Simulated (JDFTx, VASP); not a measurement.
Fitting the r2SCAN energy curve of Cu

It takes space group Fm-3m (No. 225, cubic). The conventional cell has a = 3.615 Å, b = 3.615 Å, c = 3.615 Å, α = 90.00°, β = 90.00°, γ = 90.00°. Cu (site symmetry m-3m) has 12 Cu at 2.56 Å as nearest neighbours.

The cell was scaled at fixed shape and fractions and run with JDFTx, SG15-PBE-1.2 with smoothed tails, cutoff 1361 eV; r2SCAN, k mesh 13 × 13 × 13 on the cell of 1 atom, fermi-dirac occupations of 0.05 eV, no spin polarisation, no spin-orbit coupling. The potentials were made for PBE. Energies are those that the program minimises, any entropy of the smearing included. For a metal such a mesh isn't converged to the digits shown.

| V (Å³/atom) | energy over the lowest row (meV/atom) |
| --- | --- |
| 11.1018 | 7.18 |
| 11.3380 | 1.00 |
| 11.5742 | 0.00 |
| 11.8104 | 3.58 |
| 12.0466 | 11.21 |
| 12.2828 | ? |
| 12.5190 | 36.71 |

Fit the third-order Birch-Murnaghan form, give V0, B0 and B′, and predict the energy left open.

With y = (V0/V)^(2/3), E = E0 + (9 V0 B0/16) [(y - 1)³ B′ + (y - 1)² (6 - 4y)]. Least squares through the rows shown give V0 = 11.5038 Å³/atom, E0 = -0.21 meV, B0 = 156.8 GPa (1 eV/Å³ = 160.218 GPa) and B′ = 5.10, with a largest miss of 0.01 meV. At V = 12.2828 the form with these constants gives 22.38 meV; the run gave 22.39 meV an atom. Other set-ups at this level, from all their volumes (Å³/atom, GPa): VASP, PBE PAW files Cu, 520 eV (made for PBE): V0 11.489, B0 160.6. Measured volume: 11.81 Å³/atom at 298 K (pmc:10490242, doi:10.3390/nano13172448), so the fit lies -2.6 % from it. Measured modulus: 139 GPa (pmc:10161880, doi:10.1107/S160057752300108X), so the fit lies +12.8 % from it. The runs are for a static lattice.
